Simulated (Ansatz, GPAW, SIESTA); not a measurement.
## In: 4 runs at one level of theory

```
CELL_PARAMETERS angstrom
3.33548 0.00000 0.00000
-1.66774 2.88861 0.00000
0.00000 0.00000 5.50914
ATOMIC_POSITIONS crystal
In 0.66667 0.33333 0.75000
In 0.33333 0.66667 0.25000
```

This isn't the form of In at room conditions, which is tetragonal.

Alike in all runs: task band structure; functional PBEsol; k mesh 9 × 9 × 5; occupations fermi-dirac, width 0.05 eV; no spin polarisation; no spin-orbit coupling. Pressure is positive in compression and, in plane waves, holds the error of the finite cutoff, which Ansatz's Pulay term estimates and takes out.

```
                                                                                      program and potentials  plane-wave cutoff (eV)         notes  pressure (GPa)
                                                           GPAW, PAW data sets generated for this functional                     600             -           -1.72
SIESTA, files PseudoDojo sr-pbesol-0.4.1-standard, DZP (energy shift 0.003 Ry; two zetas on semicore shells)                       -  atomic basis           -0.99
                                                              Ansatz, all-electron LAPW, scalar-relativistic                       -             -           -1.38
                                                                   Ansatz, PAW datasets made for the crystal                     240             -           -1.38
```

The pressure spans -1.72 (GPAW, PAW data sets generated for this functional) to -0.99 GPa (SIESTA, files PseudoDojo sr-pbesol-0.4.1-standard, DZP (energy shift 0.003 Ry; two zetas on semicore shells)), with all-electron results at -1.38. Rows in atomic bases carry the error of their basis and grid, which can be large.

The functional is the same throughout but for its coding, so the spread measures potentials, basis and numerics; runs on potential files found faulty are left out.
